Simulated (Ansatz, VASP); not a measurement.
# Two plane-wave programs on Si

```
CELL_PARAMETERS angstrom
0.00000 2.73488 2.73488
2.73488 0.00000 2.73488
2.73488 2.73488 0.00000
ATOMIC_POSITIONS crystal
Si 0.50000 0.50000 0.50000
Si 0.75000 0.75000 0.75000
```

Alike in both runs: functional PBE; k mesh 10 × 10 × 10; occupations gaussian, width 0.02 eV; no spin polarisation.

Ansatz relaxed the structure, and its values are those at the end. VASP's run is a single point on that final structure, the one shown.

|  | VASP | Ansatz |
| --- | --- | --- |
| version | VASP 6.6.1 | Ansatz 0.2.0 |
| potentials or method | VASP PAW PBE potentials, release 64 (Si) | scalar-relativistic, plane waves, PAW |
| plane-wave cutoff (eV) | 520 | 420 |
| valence electrons in the cell | 8 | 8 |

VASP gave:

| Item | Value |
| --- | --- |
| gap on the k mesh at the Fermi level (eV) | 0.62 |
| least direct gap on the mesh (eV) | 2.56 |
| pressure (GPa) | -0.1 |

Problem. Estimate Ansatz's values.

Solution. gap on the k mesh at the Fermi level (eV): 0.62; least direct gap on the mesh (eV): 2.55; pressure (GPa): 0.0.

With one functional, cell and mesh, what is left measures potentials, basis and numerics.

A k mesh can miss the band edges.
